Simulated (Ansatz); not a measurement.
**All-electron card of PbI$_{2}$**

```xyz
3
Lattice="4.6127 0.0000 0.0000 -2.3063 3.9947 0.0000 0.0000 0.0000 7.2570" Properties=species:S:1:pos:R:3 pbc="T T T"
Pb    0.0000    0.0000    0.0000
I     2.3063    1.3316    5.3771
I     0.0000    2.6631    1.8800
```

Atom numbers follow the list: Pb1, I2, I3.

Structure from Materials Project entry mp-22893 (possibly hypothetical), not relaxed further.

Spin–orbit coupling is left out, though it moves levels of the heavy atoms by tenths of an eV or more.

Methods: DFT, PBEsol, all-electron LAPW, scalar-relativistic (Ansatz 0.2.0); DFT, PBEsol, PAW with Ansatz's default frozen-core files, scalar-relativistic (Ansatz 0.2.0).

For LAPW: a Γ-centred 6×6×4 k mesh, Fermi–Dirac smearing of 0.02 eV, basis error target 1 meV/atom, no spin polarisation. PAW takes a cutoff of 420 eV at this cell (files made with PBE, cores remade for this functional). The Ansatz runs share mesh, smearing and spin set-up. Values come from LAPW unless marked.

```yaml
Löwdin_charges_with_0.07_e_of_the_cell_spilling_out_of_the_atomic_basis_so_their_sizes_and_signs_hang_on_that_basis: Pb1 0.34, I2 -0.14 e
Pressure_at_this_cell: -1.01 GPa
Volume_per_atom: 300.8 bohr³
```

(1) Predict this quantity. Bader charges (from the PAW run).

(2) Give the computed value. Largest force.

(3) Predict this quantity. Band gap.

Answers

(1) Pb1 +0.91, I2 -0.46 e.

(2) 0.178 eV/Å on I2.

(3) 2.24 eV, direct at A (0, 0, 0.5).
